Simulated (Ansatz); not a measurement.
**WS2 and the effect of the Hubbard U on W d**

The structure is trigonal, space group R3m (No. 160). The conventional cell has a = 3.158 Å, b = 3.158 Å, c = 18.490 Å, α = 90.00°, β = 90.00°, γ = 120.00°. W (site symmetry 3m) is surrounded by 6 S at 2.39 to 2.42 Å. S (site symmetry 3m) is surrounded by 3 W at 2.42 Å. S (site symmetry 3m) is surrounded by 3 W at 2.39 Å.

Measurements of this composition are mostly on another form, of space group No. 194.

Kept alike: task band structure; functional PBEsol; k mesh 10 × 10 × 10; occupations fermi-dirac, width 0.05 eV; no spin polarisation. Program: Ansatz, Ansatz PAW, cutoff 420 eV. The mesh is that of the run's cell of 3 atoms. No spin-orbit coupling.

| Hubbard U on W d, U (eV) | pressure (GPa) |
| --- | --- |
| 0 | -0.63 |
| 1 | -0.58 |
| 2 | -0.53 |
| 3 | -0.46 |
| 4 | -0.37 |
| 5 | -0.24 |
| 6 | -0.07 |
| 8 | 0.85 |

Pressure is positive in compression, with a Pulay correction for the finite cutoff. U acts here on a shell without spin polarisation. How U acts hangs on the program's projectors. All rows use potentials made for PBE. U is the effective U - J on orthogonalised atomic projectors. Double counting: fully localised limit (the default).

Task: What does the Hubbard U on W d change here?

Result: The pressure rises from -0.63 to 0.85 GPa between 0 and 8 eV.
